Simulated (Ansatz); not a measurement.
**Zr11Si19: course of a relaxation**

Computed with DFT PBE, scalar-relativistic, plane waves, PAW in Ansatz. Run with 420 eV cutoff, 4×3×4 k-mesh, Gaussian smearing of 0.10 eV, no spin polarisation.

What was changed: Zr on a Si site (Wyckoff letter c), charge +0, atoms relaxed at the host's cell.

In a supercell of 30 atoms the defect feels its periodic images, and the cell reads as a metal on the mesh, so a level in the gap can't be told from a carrier in the bands.

Spin polarisation was left out.

Command:

```bash
ansatz run input.yaml --threads 4 --pin off --max-ram 10240MiB --backend cpu --events-out ev --progress --plain --runs-dir out
```

Input:

```yaml
crystal:
  lattice:
    - [3.7051806616, 0.0, 7.3581440238]
    - [7.4103613233, 0.0, -3.6790720119]
    - [1.8525903308, 7.3940131348, 3.6790720119]
  atoms:
    - { symbol: Zr, position: [0.7946665376, 0.05, 0.2106669248] }
    - { symbol: Zr, position: [0.9946665376, 0.45, 0.2106669248] }
    - { symbol: Zr, position: [0.3946665376, 0.25, 0.2106669248] }
    - { symbol: Zr, position: [0.1946665376, 0.85, 0.2106669248] }
    - { symbol: Zr, position: [0.5946665376, 0.65, 0.2106669248] }
    - { symbol: Zr, position: [0.8053334624, 0.15, 0.7893330752] }
    - { symbol: Zr, position: [0.0053334624, 0.55, 0.7893330752] }
    - { symbol: Zr, position: [0.4053334624, 0.35, 0.7893330752] }
    - { symbol: Zr, position: [0.2053334624, 0.95, 0.7893330752] }
    - { symbol: Zr, position: [0.6053334624, 0.75, 0.7893330752] }
    - { symbol: Zr, position: [0.4530999447, 0.05, 0.8938001106] }
    - { symbol: Si, position: [0.6530999447, 0.45, 0.8938001106] }
    - { symbol: Si, position: [0.0530999447, 0.25, 0.8938001106] }
    - { symbol: Si, position: [0.8530999447, 0.85, 0.8938001106] }
    - { symbol: Si, position: [0.2530999447, 0.65, 0.8938001106] }
    - { symbol: Si, position: [0.1469000553, 0.15, 0.1061998894] }
    - { symbol: Si, position: [0.3469000553, 0.55, 0.1061998894] }
    - { symbol: Si, position: [0.7469000553, 0.35, 0.1061998894] }
    - { symbol: Si, position: [0.5469000553, 0.95, 0.1061998894] }
    - { symbol: Si, position: [0.9469000553, 0.75, 0.1061998894] }
    - { symbol: Si, position: [0.1503123055, 0.05, 0.4993753891] }
    - { symbol: Si, position: [0.3503123055, 0.45, 0.4993753891] }
    - { symbol: Si, position: [0.7503123055, 0.25, 0.4993753891] }
    - { symbol: Si, position: [0.5503123055, 0.85, 0.4993753891] }
    - { symbol: Si, position: [0.9503123055, 0.65, 0.4993753891] }
    - { symbol: Si, position: [0.4496876945, 0.15, 0.5006246109] }
    - { symbol: Si, position: [0.6496876945, 0.55, 0.5006246109] }
    - { symbol: Si, position: [0.0496876945, 0.35, 0.5006246109] }
    - { symbol: Si, position: [0.8496876945, 0.95, 0.5006246109] }
    - { symbol: Si, position: [0.2496876945, 0.75, 0.5006246109] }
basis:
  ecutwfc: 420
  xc_grid: 2
kpoints:
  mp_grid: { grid: [4, 3, 4], shift: [0.0, 0.0, 0.0] }
hamiltonian:
  xc: pbe
scf:
  occupations: { method: gaussian, width: 0.1 }
output:
  forces: true
  stress: false
  eigenvalues: true
relax:
  adjacent_minimum: "off"
  f_tol: 0.025
  max_steps: 45
```

F is the free energy.

Steps:

```tsv
step	F − F(1) (eV)	largest force component (eV/Å)
1	0.0000	5.295
2	-1.5994	3.550
3	-2.3681	1.984
4	-2.8437	0.904
5	-2.9494	0.098
6	-2.9531	0.032
7	-2.9536	0.003
```

Relaxed structure:

```cif
data_structure
_symmetry_space_group_name_H-M 'P 1'
_symmetry_Int_Tables_number 1
_cell_length_a 8.2384
_cell_length_b 8.2734
_cell_length_c 8.4640
_cell_angle_alpha 89.842
_cell_angle_beta 60.878
_cell_angle_gamma 89.676
_cell_volume 503.96
loop_
_atom_site_label
_atom_site_type_symbol
_atom_site_fract_x
_atom_site_fract_y
_atom_site_fract_z
_atom_site_occupancy
Zr1 Zr 0.79065 0.05000 0.21871 1
Zr2 Zr 0.99406 0.44803 0.21507 1
Zr3 Zr 0.39454 0.24906 0.21192 1
Zr4 Zr 0.19354 0.85094 0.21192 1
Zr5 Zr 0.59088 0.65197 0.21507 1
Zr6 Zr 0.82563 0.15237 0.79644 1
Zr7 Zr 0.00253 0.55000 0.79495 1
Zr8 Zr 0.39125 0.37319 0.79542 1
Zr9 Zr 0.17794 0.94763 0.79644 1
Zr10 Zr 0.61333 0.72681 0.79542 1
Zr11 Zr 0.50392 0.05000 0.79216 1
Si1 Si 0.64884 0.43813 0.90270 1
Si2 Si 0.04982 0.25585 0.90673 1
Si3 Si 0.84345 0.84415 0.90673 1
Si4 Si 0.24847 0.66187 0.90270 1
Si5 Si 0.16958 0.14506 0.08304 1
Si6 Si 0.34547 0.55000 0.10906 1
Si7 Si 0.74239 0.34976 0.11598 1
Si8 Si 0.54738 0.95494 0.08304 1
Si9 Si 0.94163 0.75024 0.11598 1
Si10 Si 0.15148 0.05000 0.49705 1
Si11 Si 0.34812 0.45253 0.49985 1
Si12 Si 0.75092 0.25413 0.50685 1
Si13 Si 0.54223 0.84587 0.50685 1
Si14 Si 0.95203 0.64747 0.49985 1
Si15 Si 0.44066 0.15358 0.50595 1
Si16 Si 0.64918 0.55000 0.50163 1
Si17 Si 0.05073 0.34935 0.50327 1
Si18 Si 0.85339 0.94642 0.50595 1
Si19 Si 0.24600 0.75065 0.50327 1
```

The run converged. It took 6.1 min on 4 threads of Arm Neoverse V1 (shared host), peak memory 2 GiB.